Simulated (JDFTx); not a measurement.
Crystal: InPd.

```
CELL_PARAMETERS angstrom
3.27188 0.00000 0.00000
0.00000 3.27188 0.00000
0.00000 0.00000 3.27188
ATOMIC_POSITIONS crystal
In 0.00000 0.00000 0.00000
Pd 0.50000 0.50000 0.50000
```

The cell comes from a database or a generator and needn't be the stable form of this composition.

Base run:

```yaml
Program: JDFTx 1.7.0 (patched build)
Functional: PBE
Potentials_or_basis: PseudoDojo-SR-PBE-0.5-standard with smoothed tails
Cutoff: 1116 eV
Density_cutoff: 8925 eV
k_mesh: 8 × 8 × 8
Occupations: fermi-dirac, width 0.05 eV
Spin: no spin polarisation
Hubbard_terms: Pd d U = 4 eV
```

Its results: band gap on the k mesh none (metal or under the smearing width); pressure 2.9 GPa.

The run is repeated on the same cell with these changes: hubbard terms from Pd d U = 4 eV to none; hubbard projectors from atomic pseudo-orbitals, not orthogonalised to none. What comes out?

Band gap on the k mesh none (metal or under the smearing width); pressure 3.6 GPa.

Caveats: this set's palladium file may shift the pressure by some GPa; U without spin polarisation on a metal has little footing (some runs); the U is typed as a test and isn't derived for this compound (some runs).
